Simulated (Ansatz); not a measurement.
# CdTe (F-43m) as a strained film

```
Cd Te
1.0
     3.24470    3.24470    0.00000
    -3.24470    3.24470    0.00000
     0.00000    3.24470    3.24470
Cd Te
1 1
Direct
  0.00000 0.00000 0.00000
  0.75000 0.25000 0.50000
```

This cell was relaxed by PAW under PBEsol. A film on a (001) substrate is mimicked by stretching x and y by ε∥; the length along z and the atoms then relax by PAW (default files of Ansatz 0.2.0, cutoff 420 eV, stress met within about 0.05 GPa). Stress and levels come from PBEsol, all-electron LAPW in Ansatz 0.2.0, with spin-orbit coupling; k mesh 6×6×6, fixed occupations, basis error target 0.5 meV/atom. Conduction levels are in eV over the valence top, at fixed fractional wave vectors; spin-orbit pairs are averaged.

```tsv
ε∥ (%)	ε⊥ (%)	σ∥ (GPa, tension positive)	Γ	L (oblique)	X ∥ z	X ⊥ z	2nd valence level at Γ	3rd
-2.0	2.715	-0.87	0.350	1.392	2.272	2.084	-0.108	-0.936
-1.0	?	?	?	?	?	?	?	?
-0.5	0.678	-0.24	0.371	1.444	2.239	2.194	-0.026	-0.882
0.0	0.000	-0.04	0.376	1.456	2.229	2.229	0.000	-0.868
0.5	-0.615	0.18	0.352	1.439	2.198	2.240	-0.024	-0.880
1.0	-1.243	0.39	0.328	1.421	2.168	2.250	-0.049	-0.893
2.0	-2.723	0.73	0.284	1.378	2.052	2.267	-0.099	-0.922
```

The last two columns are counted from the highest valence level at Γ.

Question: How does the film contract along z, and how stiff is it in the plane?

Answer: Quadratic fits through the 6 rows shown have slopes dε⊥/dε∥ = -1.347 and dσ∥/dε∥ = 40.3 GPa at zero strain. Elasticity asks −2C12/C11 = -1.350 and C11 + C12 − 2C12²/C11 = 40.4 GPa, from PAW constants C11 = 52.9, C12 = 35.7 GPa. At the level of the σ∥ column the films keep up to 0.06 GPa along z against the unstrained cell, and the constants are scalar-relativistic PAW values, so part of the difference is the change of level.

Question: Which shear deformation potential b does the valence splitting give?

Answer: The two upper pairs split by 2|b||ε⊥ − ε∥|: 0.0265 eV at ε⊥ − ε∥ = 0.01178 and 0.0245 eV at -0.01115. The mean of the two sides cancels the leading coupling to the split-off band: |b| = 1.11 eV.

Question: Fill the row at ε∥ = -1.0 %.

Answer: The fits give ε⊥ = 1.379 % and σ∥ = -0.44 GPa. Computed: ε⊥ (%) = 1.344, σ∥ (GPa, tension positive) = -0.45, Γ = 0.366, L (oblique) = 1.430, X ∥ z = 2.248, X ⊥ z = 2.158, 2nd valence level at Γ = -0.053, 3rd = -0.898. The levels have a kink at zero strain, where another valence state takes the top, so one parabola doesn't fit them.

Question: What is the slope of the gap under small compression and under small tension?

Answer: dE_g/dε∥ is 9 meV per % on the compressed side and -47 on the stretched side, so the gap falls either way. The lowest conduction level stays at Γ.

Keep in mind: the frozen-core PAW files of the relaxations were fitted under PBE, their cores solved anew for this functional; semilocal gaps are low, and the spacing of valleys can be off by tenths of an eV; levels are read at fixed fractional k, so an edge that moves off these points is missed.
